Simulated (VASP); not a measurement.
# C (P6_3/mmc) in VASP: vibrations by finite differences with PBE+D3(BJ)

Aim: the vibrations by finite differences of C with PBE+D3(BJ).

Program: VASP 6.6.1. These are calculated values, not measurements. Logs are shortened: lines on timing, memory, paths and dates and some standing lists are left out, and cuts for length are marked.

### Step 1. The structure

Symmetry: P6_3/mmc, No. 194, hexagonal system. Conventional cell: a = 2.466 Å, b = 2.466 Å, c = 6.730 Å, α = 90.00°, β = 90.00°, γ = 120.00°. C (site symmetry -6m2) is surrounded by 3 C at 1.42 Å. C (site symmetry -6m2) has 3 C at 1.42 Å as nearest neighbours.

### Step 2. Vibrations by finite differences, PBE+D3(BJ)

INCAR

```
PREC = Accurate ; ENCUT = 520
EDIFF = 1E-8 ; ISMEAR = 0
SIGMA = 0.02 ; LREAL = F
LASPH = T ; NELM = 80
ALGO = Normal ; ISIF = 2
LWAVE = F ; LCHARG = F
GGA = PE ; IVDW = 12
IBRION = 6 ; NFREE = 2
POTIM = 0.015 ; NSW = 1
KPAR = 4
```

KPOINTS

```
Automatic mesh
0
Gamma
  21 21 8
```

POSCAR

```
C                                       
1.0
    2.4662750306      0.0000000000      0.0000000000
   -1.2331375153      2.1358568275      0.0000000000
    0.0000000000      0.0000000000      6.7295797697
  C             
     4
Direct
     0.0000000000000000    0.0000000000000000    0.7500000000000000
     0.0000000000000000    0.0000000000000000    0.2500000000000000
     0.3333333300000021    0.6666666699999979    0.7500000000000000
     0.6666666699999979    0.3333333300000021    0.2500000000000000
```

Potentials or basis: VASP PAW PBE potentials, release 64 (C).

Run with:

```bash
> cat potpaw_PBE.64/C/POTCAR > POTCAR
> mpirun -np 4 vasp_std > vasp.out
```

OUTCAR:

```text
PREC = Accurate
   ENCUT = 520
   EDIFF = 1E-8
   ISMEAR = 0
   LREAL = F
   LASPH = T
   NELM = 80
   ISIF = 2
   GGA = PE
   IVDW = 12
   IBRION = 6
   NFREE = 2
   POTIM = 0.015
   NSW = 1
 IVDW          = 12

 ion  position               nearest neighbor table
   1  0.000  0.000  0.750-   3 1.42   3 1.42   3 1.42
   2  0.000  0.000  0.250-   4 1.42   4 1.42   4 1.42
   3  0.333  0.667  0.750-   1 1.42   1 1.42   1 1.42
   4  0.667  0.333  0.250-   2 1.42   2 1.42   2 1.42

  LATTYP: Found a hexagonal cell.
 ALAT       =     2.4662750306
 C/A-ratio  =     2.7286412449

  Lattice vectors:

 A1 = (   2.4662750306,   0.0000000000,   0.0000000000)
 A2 = (  -1.2331375153,   2.1358568275,   0.0000000000)
 A3 = (   0.0000000000,   0.0000000000,   6.7295797697)

Analysis of symmetry for initial positions (statically):
=====================================================================
 Subroutine PRICEL returns:
 Original cell was already a primitive cell.

 Routine SETGRP: Setting up the symmetry group for a
 hexagonal supercell.

 Subroutine GETGRP returns: Found 24 space group operations
 (whereof 12 operations were pure point group operations)
 out of a pool of 24 trial point group operations.

The static configuration has the point symmetry D_3d.
 The point group associated with its full space group is D_6h.

Analysis of symmetry for dynamics (positions and initial velocities):
=====================================================================
 Subroutine PRICEL returns:
 Original cell was already a primitive cell.

 Routine SETGRP: Setting up the symmetry group for a
 hexagonal supercell.

 Subroutine GETGRP returns: Found 24 space group operations
 (whereof 12 operations were pure point group operations)
 out of a pool of 24 trial point group operations.

The dynamic configuration has the point symmetry D_3d.
 The point group associated with its full space group is D_6h.

 Subroutine INISYM returns: Found 24 space group operations
 (whereof 12 operations are pure point group operations),
 and found     1 'primitive' translations

----------------------------------------------------------------------------------------

                                     Primitive cell

  volume of cell :      35.4488

  direct lattice vectors                    reciprocal lattice vectors
     2.466275031  0.000000000  0.000000000     0.405469782  0.234098088  0.000000000
    -1.233137515  2.135856828  0.000000000     0.000000000  0.468196176  0.000000000
     0.000000000  0.000000000  6.729579770     0.000000000  0.000000000  0.148597689

  length of vectors
     2.466275031  2.466275029  6.729579770     0.468196176  0.468196176  0.148597689

  position of ions in fractional coordinates (direct lattice)
     0.000000000  0.000000000  0.750000000
     0.000000000  0.000000000  0.250000000
     0.333333330  0.666666670  0.750000000
     0.666666670  0.333333330  0.250000000

  ion indices of the primitive-cell ions
   primitive index   ion index
                 1           1
                 2           2
                 3           3
                 4           4

----------------------------------------------------------------------------------------

 KPOINTS: Automatic mesh

Automatic generation of k-mesh.
 Grid dimensions read from file:
 generate k-points for:   21   21    8

 Generating k-lattice:

  Cartesian coordinates                     Fractional coordinates (reciprocal lattice)
     0.019308085  0.011147528  0.000000000     0.047619048  0.000000000  0.000000000
     0.000000000  0.022295056  0.000000000     0.000000000  0.047619048  0.000000000
     0.000000000  0.000000000  0.018574711     0.000000000  0.000000000  0.125000000

  Length of vectors
[... 47 lines left out ...]
   ISTART =      0    job   : 0-new  1-cont  2-samecut
   ICHARG =      2    charge: 1-file 2-atom 10-const
   ISPIN  =      1    spin polarized calculation?
   LNONCOLLINEAR =      F non collinear calculations
   LSORBIT =      F    spin-orbit coupling
   LASPH  =      T    aspherical Exc in radial PAW
   ENCUT  =  520.0 eV  38.22 Ry    6.18 a.u.   4.59  4.59 12.51*2*pi/ulx,y,z
   NELM   =     80;   NELMIN=  2; NELMDL= -5     # of ELM steps
   EDIFF  = 0.1E-07   stopping-criterion for ELM
   LREAL  =      F    real-space projection
   EDIFFG = 0.1E-06   stopping-criterion for IOM
   NSW    =     85    number of steps for IOM
   IBRION =      6    ionic relax: 0-MD 1-quasi-New 2-CG
   NFREE  =      2    steps in history (QN), initial steepest desc. (CG)
   ISIF   =      2    stress and relaxation
   ISYM   =      2    0-nonsym 1-usesym 2-fastsym
   POTIM  = 0.0150    time-step for ionic-motion
   TEBEG  =    0.0;   TEEND  =   0.0 temperature during run
   PSTRESS=    0.0 pullay stress
   NELECT =      16.0000    total number of electrons
   NUPDOWN=      -1.0000    fix difference up-down
   EMIN   =  10.00;   EMAX   =-10.00  energy-range for DOS
   EFERMI =   0.00;   METHOD = LEGACY
   ISMEAR =     0;   SIGMA  =   0.02  broadening in eV -4-tet -1-fermi 0-gaus
   EFERMI_NEDOS =   21; number of points for ismear=-14 and -15
   IALGO  =     38    algorithm
   IMIX   =      4    mixing-type and parameters
     AMIX     =   0.40;   BMIX     =  1.00
     AMIX_MAG =   1.60;   BMIX_MAG =  1.00
  volume/ion in A,a.u.               =       8.86        59.81
  Fermi-wavevector in a.u.,A,eV,Ry     =   1.255782  2.373084 21.456234  1.576989
  Thomas-Fermi vector in A             =   2.389522
   LORBIT       =      0    0 simple, 1 ext, 2 COOP (PROOUT), +10 PAW based schemes
   GGA     = PE    functional components
   LHFCALC =     F    Hartree Fock is set to
   AEXX    =    0.0000 exact exchange contribution
   IVDW    =    12    specifies the selected vdW correction
   LEPSILON=     F    determine dielectric tensor
   LRPA    =     F    only Hartree local field effects (RPA)
 finite differences with symmetry
 non-spin polarized calculation
 Gauss-broadening in eV      SIGMA  =   0.02
  energy-cutoff  :      520.00
  volume of cell :       35.45
 maximum number of plane-waves:       979
   NGX =  9   NGY =  9   NGZ = 25

--------------------------------------- Ionic step        1  -------------------------------------------

 number of electron      15.9999994 magnetization

 Free energy of the ion-electron system (eV)
  ---------------------------------------------------
  ext. energy  EPLUGINS =         0.00000000
  ---------------------------------------------------
  free energy    TOTEN  =       -36.84648579 eV

  energy without entropy =      -36.84639744  energy(sigma->0) =      -36.84644162

------------------------ aborting loop because EDIFF is reached ----------------------------------------

 Edisp (eV)   -0.62309

 E8    (eV) :    -0.1765
[... 327 lines left out ...]
--------------------------------------- Ionic step        9  -------------------------------------------

 number of electron      15.9999994 magnetization

 Free energy of the ion-electron system (eV)
  ---------------------------------------------------
  ext. energy  EPLUGINS =         0.00000000
  ---------------------------------------------------
  free energy    TOTEN  =       -36.84458795 eV

  energy without entropy =      -36.84449984  energy(sigma->0) =      -36.84454389

 E-fermi :   4.6379     XC(G=0): -10.3003

 val. band max:        4.6323973051   @ k =   0.3333   0.3333   0.5000
 cond. band min:       4.6380477190   @ k =   0.3333   0.3333   0.5000
 fundamental gap:      0.0056504139
 Fermi energy:         4.6378627122

 k-point     1 :       0.0000    0.0000    0.0000
  band No.  band energies     occupation
      1     -14.9936      2.00000
      2     -14.6998      2.00000
      3      -3.8480      2.00000
      4      -1.9086      2.00000
      5       1.6253      2.00000
      6       1.6253      2.00000
      7       1.6434      2.00000
      8       1.6434      2.00000
      9       8.9086      0.00000
     10      12.9546      0.00000
     11      12.9552      0.00000
     12      13.0053      0.00000
[... 331 lines left out ...]
 k-point    24 :       0.1905    0.0952    0.0000
  band No.  band energies     occupation
      1     -13.4918      2.00000
      2     -13.2247      2.00000
      3      -2.5383      2.00000
      4      -2.4601      2.00000
      5      -2.0394      2.00000
      6      -0.8670      2.00000
      7      -0.8176      2.00000
      8      -0.2335      2.00000
      9      10.7363      0.00000
     10      11.6828      0.00000
     11      12.1852      0.00000
     12      13.4768      0.00000

 [... further k-points ...]

------------------------ aborting loop because EDIFF is reached ----------------------------------------

 Edisp (eV)   -0.62309

 E8    (eV) :    -0.1765
[... 27 lines left out ...]
  FREE ENERGIE OF THE ION-ELECTRON SYSTEM (eV)
  ---------------------------------------------------
  free  energy   TOTEN  =       -37.4676823288 eV

  energy  without entropy=      -37.4675942207  energy(sigma->0) =      -37.46763827

 INTERNAL STRAIN TENSORS FROM DISPLACED ATOMS
 ============================================

 INTERNAL STRAIN TENSOR FOR ION    1 for displacements in x,y,z  (eV/Angst):
          X           Y           Z          XY          YZ          ZX
  --------------------------------------------------------------------------------
  x    -0.00000     0.00000     0.00000   -10.98511     0.00000     0.00000
  y   -10.98511    10.98511     0.00000     0.00000     0.00000     0.00000
  z    -0.00000    -0.00000    -0.00000     0.00000     0.00000     0.00000

 INTERNAL STRAIN TENSOR FOR ION    4 for displacements in x,y,z  (eV/Angst):
          X           Y           Z          XY          YZ          ZX
  --------------------------------------------------------------------------------
  x     0.00000     0.00000     0.00000   -11.16451     0.00000     0.00000
  y   -11.16451    11.16451     0.00000    -0.00000     0.00000     0.00000
  z     0.00000     0.00000    -0.00000     0.00000     0.00000     0.00000

 Eigenvectors and eigenvalues of the dynamical matrix
 ----------------------------------------------------

   1 f  =   46.660377 THz   293.175795 2PiTHz 1556.422642 cm-1   192.971727 meV
             X         Y         Z           dx          dy          dz
      0.000000  0.000000  5.047185    -0.499995   -0.000000   -0.000000
      0.000000  0.000000  1.682395    -0.499995   -0.000000    0.000000
     -0.000000  1.423905  5.047185     0.500005    0.000000    0.000000
      1.233138  0.711952  1.682395     0.500005    0.000000   -0.000000
[... 71 lines left out ...]
  12 f/i=    0.000430 THz     0.002704 2PiTHz    0.014357 cm-1     0.001780 meV
             X         Y         Z           dx          dy          dz
      0.000000  0.000000  5.047185    -0.485477   -0.119651    0.000000
      0.000000  0.000000  1.682395    -0.485477   -0.119651    0.000000
     -0.000000  1.423905  5.047185    -0.485468   -0.119649    0.000000
      1.233138  0.711952  1.682395    -0.485468   -0.119649    0.000000

 ELASTIC MODULI CONTR FROM IONIC RELAXATION (kBar)
 Direction    XX          YY          ZZ          XY          YZ          ZX
 --------------------------------------------------------------------------------
 XX        -533.7683    533.7683      0.0000      0.0000      0.0000      0.0000
 YY         533.7683   -533.7683     -0.0000     -0.0000      0.0000      0.0000
 ZZ           0.0000     -0.0000     -0.0000     -0.0000      0.0000      0.0000
 XY           0.0000     -0.0000     -0.0000   -533.7683      0.0000      0.0000
 YZ           0.0000      0.0000      0.0000      0.0000      0.0000      0.0000
 ZX           0.0000      0.0000      0.0000      0.0000      0.0000      0.0000
 --------------------------------------------------------------------------------
```

Run time: 3.7 min. Hardware: 4 MPI ranks of Intel Xeon Platinum 8488C (Sapphire Rapids), shared host; peak memory 0.68 GiB.

What came out:

```yaml
Highest_phonon_frequency_at_Γ: 1556 cm⁻¹
Dispersion_energy_per_atom: -0.156 eV
```

Phonon frequencies in cm⁻¹ (negative: imaginary):
| q point | frequencies |
| --- | --- |
| (0.000, 0.000, 0.000) | 0 0 0 11 11 119 864 869 1552 1552 1556 1556 |
